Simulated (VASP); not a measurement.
# TiN (Fm-3m) in VASP: relaxation of cell and atoms with PBEsol

Aim: the relaxation of cell and atoms of TiN with PBEsol.

Everything below comes from runs of VASP 6.6.1. Logs are shortened: lines on timing, memory, paths and dates and some standing lists are left out, and cuts for length are marked.

## 1. The structure

It takes space group Fm-3m (No. 225, cubic). The conventional cell has a = 4.238 Å, b = 4.238 Å, c = 4.238 Å, α = 90.00°, β = 90.00°, γ = 90.00°. Around Ti (site symmetry m-3m) lie 6 N at 2.12 Å. Around N (site symmetry m-3m) lie 6 Ti at 2.12 Å.

## 2. Relaxation of cell and atoms, PBEsol

Input file INCAR:

```
PREC     = Accurate       # precision mode
ENCUT    = 520            # plane-wave cutoff, eV
EDIFF    = 1E-7           # SCF threshold, eV
ISMEAR   = 0              # smearing method
SIGMA    = 0.02           # smearing width, eV
LREAL    = F              # projectors in reciprocal space
LASPH    = T              # aspherical terms in the spheres
NELM     = 60             # most SCF steps
ALGO     = Fast           # electronic algorithm
ISIF     = 3              # what is computed and relaxed
LWAVE    = F              # write WAVECAR
LCHARG   = F              # write CHGCAR
GGA      = PS             # functional
IBRION   = 2              # ionic algorithm
NSW      = 80             # ionic steps
EDIFFG   = -0.002         # ionic threshold
KPAR     = 4
```

Input file KPOINTS:

```
regular mesh
0
Gamma
  12 12 12
```

Input file POSCAR:

```
TiN
1.0
    0.0000000000      2.1190000000      2.1190000000
    2.1190000000      0.0000000000      2.1190000000
    2.1190000000      2.1190000000      0.0000000000
Ti N
1 1
Direct
    0.0000000000      0.0000000000      0.0000000000
    0.5000000000      0.5000000000      0.5000000000
```

Potentials or basis: VASP PAW PBE potentials, release 64 (Ti_sv, N).

The run is started by

```sh
cat potpaw_PBE.64/Ti_sv/POTCAR potpaw_PBE.64/N/POTCAR > POTCAR
mpirun -np 4 vasp_std > vasp.out
```

OUTCAR:

```text
PREC = Accurate
   ENCUT = 520
   EDIFF = 1E-7
   ISMEAR = 0
   LREAL = F
   LASPH = T
   NELM = 60
   ISIF = 3
   GGA = PS
   IBRION = 2
   NSW = 80
   EDIFFG = -0.002

 ion  position               nearest neighbor table
   1  0.000  0.000  0.000-   2 2.12   2 2.12   2 2.12   2 2.12   2 2.12   2 2.12
   2  0.500  0.500  0.500-   1 2.12   1 2.12   1 2.12   1 2.12   1 2.12   1 2.12

  LATTYP: Found a face centered cubic cell.
 ALAT       =     4.2380000000

  Lattice vectors:

 A1 = (   0.0000000000,   2.1190000000,   2.1190000000)
 A2 = (   2.1190000000,   0.0000000000,   2.1190000000)
 A3 = (   2.1190000000,   2.1190000000,   0.0000000000)

Analysis of symmetry for initial positions (statically):
=====================================================================
 Subroutine PRICEL returns:
 Original cell was already a primitive cell.

 Routine SETGRP: Setting up the symmetry group for a
 face centered cubic supercell.

 Subroutine GETGRP returns: Found 48 space group operations
 (whereof 48 operations were pure point group operations)
 out of a pool of 48 trial point group operations.

The static configuration has the point symmetry O_h .

Analysis of symmetry for dynamics (positions and initial velocities):
=====================================================================
 Subroutine PRICEL returns:
 Original cell was already a primitive cell.

 Routine SETGRP: Setting up the symmetry group for a
 face centered cubic supercell.

 Subroutine GETGRP returns: Found 48 space group operations
 (whereof 48 operations were pure point group operations)
 out of a pool of 48 trial point group operations.

The dynamic configuration has the point symmetry O_h .

 Subroutine INISYM returns: Found 48 space group operations
 (whereof 48 operations are pure point group operations),
 and found     1 'primitive' translations

----------------------------------------------------------------------------------------

                                     Primitive cell

  volume of cell :      19.0293

  direct lattice vectors                    reciprocal lattice vectors
     0.000000000  2.119000000  2.119000000    -0.235960359  0.235960359  0.235960359
     2.119000000  0.000000000  2.119000000     0.235960359 -0.235960359  0.235960359
[... 107 lines left out ...]
  Fermi-wavevector in a.u.,A,eV,Ry     =   1.576704  2.979539 33.824024  2.485996
  Thomas-Fermi vector in A             =   2.677497
   LORBIT       =      0    0 simple, 1 ext, 2 COOP (PROOUT), +10 PAW based schemes
   GGA     = PS    functional components
   LHFCALC =     F    Hartree Fock is set to
   AEXX    =    0.0000 exact exchange contribution
   IVDW    =     0    specifies the selected vdW correction
   LEPSILON=     F    determine dielectric tensor
   LRPA    =     F    only Hartree local field effects (RPA)
 conjugate gradient relaxation of ions
 non-spin polarized calculation
 RMM-DIIS sequential band-by-band and
 Gauss-broadening in eV      SIGMA  =   0.02
  energy-cutoff  :      520.00
  volume of cell :       19.03
 maximum number of plane-waves:       532
 NGX is ok and might be reduce to    24
   NGX = 11   NGY = 11   NGZ = 11

--------------------------------------- Ionic step        1  -------------------------------------------

 number of electron      17.0000002 magnetization

 Free energy of the ion-electron system (eV)
  ---------------------------------------------------
  ext. energy  EPLUGINS =         0.00000000
  ---------------------------------------------------
  free energy    TOTEN  =       -20.77299109 eV

  energy without entropy =      -20.77258301  energy(sigma->0) =      -20.77278705

------------------------ aborting loop EDIFF was not reached (unconverged)  ----------------------------

  FORCE on cell =-STRESS in cart. coord.  units (eV):
  Direction    XX          YY          ZZ          XY          YZ          ZX
  --------------------------------------------------------------------------------------
  -------------------------------------------------------------------------------------
  Total       -0.7665571     -0.7665571     -0.7665571     -0.0000000      0.0000000     -0.0000000
  in kB      -64.5404870    -64.5404870    -64.5404870     -0.0000000      0.0000000     -0.0000000
  external PRESSURE =     -64.5404870 kB  Pullay stress =       0.0000000 kB
[... 95 lines left out ...]
--------------------------------------- Ionic step        4  -------------------------------------------

 number of electron      16.9999999 magnetization

 Free energy of the ion-electron system (eV)
  ---------------------------------------------------
  ext. energy  EPLUGINS =         0.00000000
  ---------------------------------------------------
  free energy    TOTEN  =       -20.78187654 eV

  energy without entropy =      -20.78147052  energy(sigma->0) =      -20.78167353

 E-fermi :  11.5915     XC(G=0): -13.3629

 val. band max:       11.5868764968   @ k =   0.5000   0.2500   0.0833
 cond. band min:      11.5957378279   @ k =   0.1667   0.0000   0.0000
 fundamental gap:      0.0088613311
 Fermi energy:        11.5914552303

 k-point     1 :       0.0000    0.0000    0.0000
  band No.  band energies     occupation
      1     -45.9239      2.00000
      2     -21.9838      2.00000
      3     -21.9838      2.00000
      4     -21.9838      2.00000
      5      -5.5407      2.00000
      6       9.6041      2.00000
      7       9.6041      2.00000
      8       9.6041      2.00000
      9      10.9976      2.00000
     10      10.9976      2.00000
     11      10.9976      2.00000
     12      12.2450      0.00000
[... 331 lines left out ...]
 k-point    24 :      -0.4167    0.1667    0.0000
  band No.  band energies     occupation
      1     -45.8017      2.00000
      2     -22.6277      2.00000
      3     -22.1710      2.00000
      4     -22.0705      2.00000
      5      -3.1537      2.00000
      6       3.9933      2.00000
      7       6.0987      2.00000
      8       6.2489      2.00000
      9      12.9714      0.00000
     10      13.3133      0.00000
     11      13.8546      0.00000
     12      16.3227      0.00000

 [... further k-points ...]

------------------------ aborting loop because EDIFF is reached ----------------------------------------

  FORCE on cell =-STRESS in cart. coord.  units (eV):
  Direction    XX          YY          ZZ          XY          YZ          ZX
  --------------------------------------------------------------------------------------
  -------------------------------------------------------------------------------------
  Total       -0.0022996     -0.0022996     -0.0022996      0.0000000     -0.0000000      0.0000000
  in kB       -0.1980324     -0.1980324     -0.1980324      0.0000000     -0.0000000      0.0000000
  external PRESSURE =      -0.1980324 kB  Pullay stress =       0.0000000 kB
[... 17 lines left out ...]
  FREE ENERGIE OF THE ION-ELECTRON SYSTEM (eV)
  ---------------------------------------------------
  free  energy   TOTEN  =       -20.7818765416 eV

  energy  without entropy=      -20.7814705183  energy(sigma->0) =      -20.78167353

 reached required accuracy - stopping structural energy minimisation
```

OSZICAR:

```text
N       E                     dE             d eps       ncg     rms          rms(c)
DAV:   1     0.144255385734E+03    0.14426E+03   -0.90608E+03  1728   0.169E+03
DAV:   2    -0.122208589455E+02   -0.15648E+03   -0.14954E+03  1808   0.419E+02
[... 189 lines left out ...]
RMM:   6    -0.207818745153E+02   -0.46921E-06   -0.39769E-06  1947   0.145E-02    0.692E-03
RMM:   7    -0.207818759994E+02   -0.14841E-05   -0.77938E-06  2234   0.271E-02    0.228E-02
RMM:   8    -0.207818773991E+02   -0.13997E-05   -0.17029E-05  2372   0.543E-02    0.905E-03
RMM:   9    -0.207818766167E+02    0.78241E-06   -0.98756E-07  1718   0.102E-02    0.324E-03
RMM:  10    -0.207818764693E+02    0.14735E-06   -0.69686E-07  1555   0.745E-03    0.568E-04
RMM:  11    -0.207818765416E+02   -0.72288E-07   -0.17005E-07  1238   0.413E-03
   4 F= -.20781877E+02 E0= -.20781674E+02  d E =-.888545E-02
```

Run time: 89 s. Hardware: 4 MPI ranks of Intel Xeon Platinum 8488C (Sapphire Rapids), shared host; peak memory 0.14 GiB.

Results:

* Free energy: -20.7819 eV
* Relaxed volume: 9.30 Å³/atom
* Relaxed cell: a = 2.974 Å, b = 2.974 Å, c = 2.974 Å, α = 60.00°, β = 60.00°, γ = 60.00°
* Space group after relaxing (to 0.05 Å): Fm-3m (No. 225)
* Energy gained by relaxing: 4.4 meV/atom
* Ionic steps: 4
* Pressure after relaxing: 0.0 GPa
* Band gap on the k mesh: none (metal or under the smearing width)

Step by step:
```
step  energy change (eV)  largest force (eV/Å)  pressure (GPa)  volume (Å³)
   1              0.0000                0.0000           -6.45        19.03
   2              0.0118                0.0000           10.71        17.99
   3             -0.0089                0.0000           -0.20        18.62
   4             -0.0089                0.0000           -0.02        18.60
```

Final structure:
```yaml
crystal:
  lattice:
    - [0.00000, 2.10313, 2.10313]
    - [2.10313, 0.00000, 2.10313]
    - [2.10313, 2.10313, 0.00000]
  atoms:
    - { symbol: Ti, position: [0.00000, 0.00000, 0.00000] }
    - { symbol: N, position: [0.50000, 0.50000, 0.50000] }
```

Levels at points of the mesh, in eV from the Fermi level:
```tsv
k point	band 5	band 6	band 7	band 8	band 9	band 10	band 11	band 12
(0.00, 0.00, 0.00)	-17.13	-1.99	-1.99	-1.99	-0.59	-0.59	-0.59	0.65
(0.50, 0.00, 0.00)	-14.52	-8.21	-5.56	-5.56	1.83	1.83	2.54	6.04
(0.50, 0.50, 0.00)	-15.69	-5.84	-3.19	-3.19	-3.16	1.77	2.57	2.57
```

Caveat: the PAW data sets were made with another functional, which shifts forces and pressure a little.
